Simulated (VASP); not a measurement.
Ge3N4, 14 atoms in the cell. Symmetry: P6_3/m, No. 176, hexagonal system. Conventional cell: a = 8.074 Å, b = 8.074 Å, c = 3.094 Å, α = 90.00°, β = 90.00°, γ = 120.00°. Ge (site symmetry m) has 4 N at 1.84 to 1.85 Å as nearest neighbours. Around N (site symmetry -6) lie 3 Ge at 1.84 Å. N (site symmetry m) is surrounded by 3 Ge at 1.84 to 1.85 Å. The cell is a database's computed one.

- Program: VASP 6.6.1
- Task: relaxation of cell and atoms
- Functional: PBE
- Dispersion: D3(BJ)
- Potentials or basis: VASP PAW PBE potentials, release 64 (Ge_d, N)
- Cutoff: 600 eV
- k mesh: 6 × 6 × 9
- Occupations: gaussian, width 0.03 eV
- Spin: no spin polarisation
- Further INCAR settings: ALGO = Normal; EDIFF = 1e-07; IBRION = 2; EDIFFG = -0.005; NSW = 90; ISIF = 3

Potentials or basis: VASP PAW PBE potentials, release 64 (Ge_d, N).

Launch:

```sh
$ cat potpaw_PBE.64/Ge_d/POTCAR potpaw_PBE.64/N/POTCAR > POTCAR
$ mpirun -np 4 vasp_std > vasp.out
```

Hardware: 4 MPI ranks on Intel(R) Xeon(R) Platinum 8488C (Sapphire Rapids) (shared host).

**Question.** How long does it take, and how much memory?

**Answer.** Run time: 15 min on 4 MPI ranks on Intel(R) Xeon(R) Platinum 8488C (Sapphire Rapids), with other jobs on the host, peak memory 0.69 GiB a rank. Counts: scf iterations 49, k points 40, ion steps 8.
